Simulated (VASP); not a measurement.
Output of a VASP run:

**OUTCAR**
```
 ion  position               nearest neighbor table
   1  0.000  0.000  0.000-   2 2.93   2 2.93   2 2.93   2 2.93   2 2.93   2 2.93
   2  0.500  0.500  0.500-   1 2.93   1 2.93   1 2.93   1 2.93   1 2.93   1 2.93
  LATTYP: Found a face centered cubic cell.
 ALAT       =     5.8624145660
 Subroutine PRICEL returns:
 Original cell was already a primitive cell.
 Subroutine GETGRP returns: Found 48 space group operations
The static configuration has the point symmetry O_h .
The dynamic configuration has the point symmetry O_h .
 Subroutine INISYM returns: Found 48 space group operations
 Subroutine IBZKPT returns following result:
 Found     29 irreducible k-points:

 Following reciprocal coordinates:
            Coordinates               Weight
  0.000000  0.000000  0.000000      1.000000
  0.125000  0.000000  0.000000      8.000000
  0.250000  0.000000  0.000000      8.000000
  0.375000  0.000000  0.000000      8.000000
  0.500000  0.000000  0.000000      4.000000
  0.125000  0.125000  0.000000      6.000000
  0.250000  0.125000  0.000000     24.000000
  0.375000  0.125000  0.000000     24.000000
  0.500000  0.125000  0.000000     24.000000
 -0.375000  0.125000  0.000000     24.000000
 -0.250000  0.125000  0.000000     24.000000
 -0.125000  0.125000  0.000000     12.000000
  0.250000  0.250000  0.000000      6.000000
  0.375000  0.250000  0.000000     24.000000
  0.500000  0.250000  0.000000     24.000000
 -0.375000  0.250000  0.000000     24.000000
 -0.250000  0.250000  0.000000     12.000000
  0.375000  0.375000  0.000000      6.000000
  0.500000  0.375000  0.000000     24.000000
 -0.375000  0.375000  0.000000     12.000000
  0.500000  0.500000  0.000000      3.000000
  0.375000  0.250000  0.125000     24.000000
  0.500000  0.250000  0.125000     48.000000
 -0.375000  0.250000  0.125000     24.000000
  0.500000  0.375000  0.125000     24.000000
 -0.375000  0.375000  0.125000     48.000000
 -0.250000  0.375000  0.125000     24.000000
 -0.375000  0.500000  0.125000     12.000000
 -0.250000  0.500000  0.250000      6.000000
   k-points           NKPTS =     29   k-points in BZ     NKDIM =     29   number of bands    NBANDS=      9
   number of dos      NEDOS =    301   number of ions     NIONS =      2
   total plane-waves  NPLWV =  32768
   dimension x,y,z NGX =    32 NGY =   32 NGZ =   32
   dimension x,y,z NGXF=    64 NGYF=   64 NGZF=   64
   ions per type =               1   1
   PREC   = accura    normal or accurate (medium, high low for compatibility)
   ISTART =      0    job   : 0-new  1-cont  2-samecut
   ICHARG =      2    charge: 1-file 2-atom 10-const
   ISPIN  =      1    spin polarized calculation?
   LNONCOLLINEAR =      F non collinear calculations
   LSORBIT =      F    spin-orbit coupling
   INIWAV =      1    electr: 0-lowe 1-rand  2-diag
   ENCUT  =  520.0 eV  38.22 Ry    6.18 a.u.   7.71  7.71  7.71*2*pi/ulx,y,z
   NELM   =    100;   NELMIN=  2; NELMDL= -5     # of ELM steps
   EDIFF  = 0.1E-06   stopping-criterion for ELM
   LREAL  =      F    real-space projection
   NLSPLINE    = F    spline interpolate recip. space projectors
   LMAXMIX     =    4 max onsite mixed and CHGCAR
   VOSKOWN=      0    Vosko Wilk Nusair interpolation
   EDIFFG = 0.1E-05   stopping-criterion for IOM
   NSW    =      0    number of steps for IOM
   NBLOCK =      1;   KBLOCK =      1    inner block; outer block
   IBRION =     -1    ionic relax: 0-MD 1-quasi-New 2-CG
   NFREE  =      0    steps in history (QN), initial steepest desc. (CG)
   ISIF   =      2    stress and relaxation
   ISYM   =      2    0-nonsym 1-usesym 2-fastsym
   TEIN   =    0.0    initial temperature
   TEBEG  =    0.0;   TEEND  =   0.0 temperature during run
   SMASS  =  -3.00    Nose mass-parameter (am)
   PSTRESS=    0.0 pullay stress
   NELECT =      10.0000    total number of electrons
   EFERMI =   0.00;   METHOD = LEGACY
   ISMEAR =     0;   SIGMA  =   0.05  broadening in eV -4-tet -1-fermi 0-gaus
   IALGO  =     38    algorithm
...
```

File OSZICAR:
```
       N       E                     dE             d eps       ncg     rms          rms(c)
DAV:   1     0.351953955131E+02    0.35195E+02   -0.35666E+03   522   0.958E+02
DAV:   2    -0.487486074317E+01   -0.40070E+02   -0.37638E+02   725   0.136E+02
DAV:   3    -0.652274387103E+01   -0.16479E+01   -0.16469E+01   622   0.321E+01
DAV:   4    -0.657340254686E+01   -0.50659E-01   -0.50625E-01   834   0.607E+00
DAV:   5    -0.657378854714E+01   -0.38600E-03   -0.38596E-03   658   0.541E-01    0.239E+00
DAV:   6    -0.656103286571E+01    0.12756E-01   -0.14324E-02   729   0.652E-01    0.150E+00
DAV:   7    -0.655847245334E+01    0.25604E-02   -0.15317E-02   780   0.729E-01    0.208E-01
DAV:   8    -0.655840774793E+01    0.64705E-04   -0.15660E-03   566   0.301E-01    0.347E-02
DAV:   9    -0.655841643485E+01   -0.86869E-05   -0.46030E-05   674   0.571E-02    0.174E-02
DAV:  10    -0.655841721342E+01   -0.77857E-06   -0.43433E-06   749   0.140E-02    0.521E-03
DAV:  11    -0.655841737130E+01   -0.15788E-06   -0.19648E-07   601   0.423E-03    0.407E-03
DAV:  12    -0.655841734540E+01    0.25901E-07   -0.54098E-08   355   0.175E-03
   1 F= -.65584173E+01 E0= -.65584173E+01  d E =-.913419E-18
```

**OUTCAR**
```
------------------------ aborting loop because EDIFF is reached ----------------------------------------
  FORCE on cell =-STRESS in cart. coord.  units (eV):
  Direction    XX          YY          ZZ          XY          YZ          ZX
  --------------------------------------------------------------------------------------
  Total       -0.2220948     -0.2220948     -0.2220948      0.0000000     -0.0000000      0.0000000
  in kB       -7.0644673     -7.0644673     -7.0644673      0.0000000     -0.0000000      0.0000000
  external PRESSURE =      -7.0644673 kB  Pullay stress =       0.0000000 kB
  volume of cell :       50.37
      direct lattice vectors                 reciprocal lattice vectors
     0.000000000  2.931207283  2.931207283    -0.170578179  0.170578179  0.170578179
     2.931207283  0.000000000  2.931207283     0.170578179 -0.170578179  0.170578179
     2.931207283  2.931207283  0.000000000     0.170578179  0.170578179 -0.170578179
 POSITION                                       TOTAL-FORCE (eV/Angst)
 -----------------------------------------------------------------------------------
      0.00000      0.00000      0.00000         0.000000      0.000000      0.000000
      2.93121      2.93121      2.93121        -0.000000     -0.000000     -0.000000
 -----------------------------------------------------------------------------------
    total drift:                                0.000000     -0.000000      0.000000
  FREE ENERGIE OF THE ION-ELECTRON SYSTEM (eV)
  ---------------------------------------------------
  free  energy   TOTEN  =        -6.5584173454 eV

  energy  without entropy=       -6.5584173454  energy(sigma->0) =       -6.55841735
```
(Selected blocks of OUTCAR.)

### POSCAR
```
LiI
1
    0.0000000000     2.9312072830     2.9312072830
    2.9312072830     0.0000000000     2.9312072830
    2.9312072830     2.9312072830     0.0000000000
Li I
1 1
Direct
  0.0000000000   0.0000000000   0.0000000000
  0.5000000000   0.5000000000   0.5000000000
```

Task: Write an INCAR and KPOINTS that could have produced this output.

Result: One answer among several that fit: the input of the run itself, LDA (Ceperley-Alder, Perdew-Zunger), plane waves, VASP's LDA PAW potentials (set 64).

**INCAR**
```
ALGO = Normal
EDIFF = 1E-7
ENCUT = 520
ISIF = 2
ISMEAR = 0
LASPH = .True.
LCHARG = .False.
LMAXMIX = 4
LREAL = .False.
LWAVE = .False.
NELM = 100
PREC = Accurate
SIGMA = 0.05
SYSTEM = LiI
```

**KPOINTS**
```
Automatic
0
G
  8 8 8
0 0 0
```

POTCAR, in this order: Li_sv I (LDA.64 set). Program: vasp_std.

The compound is LiI in the rock salt structure. This cell is one point of a volume scan, at 1.03 of the reference volume.
